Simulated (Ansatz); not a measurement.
CuO, 4 atoms in the cell. The typed cell holds 4 atoms: a = 2.993 Å, b = 2.993 Å, c = 5.184 Å, α = 73.22°, β = 73.22°, γ = 60.00°. The cell comes from a database or a generator and needn't be the stable form of this composition. The cell isn't the ideal one: all O atoms moved 0.2 Å in one direction.

```yaml
Program: Ansatz 0.2.0
Task: relaxation of cell and atoms
Functional: PBE
Potentials_or_basis: Ansatz PAW
Cutoff: "420 eV (not typed: the program's choice for these potentials)"
k_mesh: 10 × 10 × 6
Occupations: fermi-dirac, width 0.05 eV
Spin: no spin polarisation
```

Potentials or basis: Ansatz PAW.

Launch:

```sh
$ ansatz run input.yaml --threads 2 --pin off --max-ram 5632MiB --backend cpu --events-out ev --progress --plain --runs-dir out
```

Hardware: 2 threads of Arm Neoverse V2, with other jobs on the host.

Task: Estimate the wall time of this run.

Result: Wall time 2.1 min on 2 threads of Arm Neoverse V2 (shared host), peak memory 0.52 GiB. Counts: scf iterations 51, plane waves 707, k points 304, bands 30, ion steps 8.
